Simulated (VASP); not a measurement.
Si:

```
Si
1.0
     0.00000    2.72000    2.72000
     2.72000    0.00000    2.72000
     2.72000    2.72000    0.00000
Si
2
Direct
  0.00000 0.00000 0.00000
  0.25000 0.25000 0.25000
```

The cell was built by a generator and needn't be a form met in nature.

* Program: VASP 6.6.1
* Task: relaxation of cell and atoms
* Functional: LDA
* Potentials or basis: VASP PAW LDA potentials, release 64 (Si)
* Cutoff: 600 eV
* k mesh: 10 × 10 × 10
* Occupations: gaussian, width 0.02 eV
* Spin: no spin polarisation

At the start: pressure -1.9 GPa; volume 20.12 Å³/atom.

Where does the relaxation end?

Over 3 steps the energy falls by 2.5 meV/atom and the volume is 19.72 Å³/atom (-2.0 %); space group Fd-3m (No. 227, to 0.05 Å).

Step by step:
```tsv
step	energy change (eV)	largest force (eV/Å)	pressure (GPa)	volume (Å³)
1	0.0000	0.0000	-1.90	40.25
2	-0.0025	0.0000	1.41	38.88
3	-0.0049	0.0000	0.00	39.43
```

Final structure:
```yaml
crystal:
  lattice:
    - [0.00000, 2.70151, 2.70151]
    - [2.70151, 0.00000, 2.70151]
    - [2.70151, 2.70151, 0.00000]
  atoms:
    - { symbol: Si, position: [0.00000, 0.00000, 0.00000] }
    - { symbol: Si, position: [0.25000, 0.25000, 0.25000] }
```
